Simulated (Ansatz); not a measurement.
Space group Fm-3m (No. 225). a = 5.098 Å, b = 5.098 Å, c = 5.098 Å, α = 90.00°, β = 90.00°, γ = 90.00°
```
atom site symmetry x y z
  Hf    4a m-3m  0.0000  0.0000  0.0000
   O    8c      -43m  0.2500  0.7500  0.7500
```

Equation of state of this HfO₂ structure (not necessarily the ground state), with shape and atoms relaxed at each volume where symmetry leaves them free. Method: DFT PBE, scalar-relativistic, plane waves, PAW (Ansatz).

Cutoff 420 eV; k points 8×8×8 on the computed 3-atom cell (Γ-centred); Gaussian smearing, width 0.02 eV; no spin polarisation.

```tsv
V (Å³/atom)	E − E(largest V) (meV/atom)	P (GPa)	gap on mesh (eV)
9.714	80.36	41.11	4.05
10.045	9.02	28.27	3.97
10.376	-37.84	17.32	3.89
10.708	-63.70	7.98	3.82
11.039	-71.72	0.00	3.75
11.370	-64.48	-6.83	3.67
11.701	-44.19	-12.68	3.60
12.143	0.00	-19.18	3.50
```

**Question.** Fit a third-order Birch–Murnaghan equation to E(V).

**Answer.** V0 = 11.04 Å³/atom, B0 = 246 GPa, B0' = 4.2.

Spin-orbit coupling is left out, which matters for the bands of heavy elements.

This fluorite-type form isn't the usual stable structure of the compound.